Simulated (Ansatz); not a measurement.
## Random displacements in SiC

Theory: DFT PBE, scalar-relativistic, plane waves, PAW in Ansatz. Cutoff 420 eV, Γ-centred 6×6×6 k-points, Gaussian smearing of 0.05 eV. No spin polarisation. Energies are free energies at this smearing, counted from the undisturbed cell; pressure is positive in compression.

Zero of the scan (relaxed at this level):

```xyz
8
Lattice="4.3797 0.0000 0.0000 0.0000 -4.3797 0.0000 0.0000 0.0000 -4.3797" Properties=species:S:1:pos:R:3 pbc="T T T"
Si    0.0000    0.0000    0.0000
Si    2.1899   -2.1899    0.0000
Si    2.1899    0.0000   -2.1899
Si    0.0000   -2.1899   -2.1899
C     3.2848   -3.2848   -3.2848
C     1.0949   -1.0949   -3.2848
C     1.0949   -3.2848   -1.0949
C     3.2848   -1.0949   -1.0949
```

The atoms are displaced (Å, in the unstrained cell):

| atom | ux | uy | uz |
| --- | --- | --- | --- |
| Si1 | 0.116 | -0.123 | -0.001 |
| Si2 | 0.152 | 0.132 | -0.024 |
| Si3 | 0.007 | -0.075 | -0.102 |
| Si4 | -0.068 | -0.081 | -0.019 |
| C5 | -0.052 | -0.185 | 0.019 |
| C6 | 0.021 | 0.083 | 0.155 |
| C7 | 0.020 | 0.117 | -0.002 |
| C8 | -0.194 | 0.131 | -0.027 |

Strain (Voigt, engineering shear): (-0.0402, 0.0051, 0.0218, 0.0375, 0.1149, 0.0897).

(1) What are the energy change, the stress and the forces?

Answers

(1) ΔE = 516.1 meV/atom; stress (xx, yy, zz, yz, xz, xy; compression positive) (19.29, 7.68, 9.23, -17.78, -23.31, -13.20) GPa; gap on the mesh 0.14 eV.
```tsv
atom	Fx (eV/Å)	Fy	Fz
Si1	-0.67	2.73	-1.26
Si2	-3.47	-4.51	2.50
Si3	-3.20	2.26	2.94
Si4	0.41	0.38	0.63
C5	2.84	4.98	-3.03
C6	-0.85	-3.11	-2.51
C7	-0.32	-1.46	0.57
C8	5.26	-1.28	0.16
```

Cost: 1 run of about 0.3 core-minutes, on Arm Neoverse V2 (shared hosts).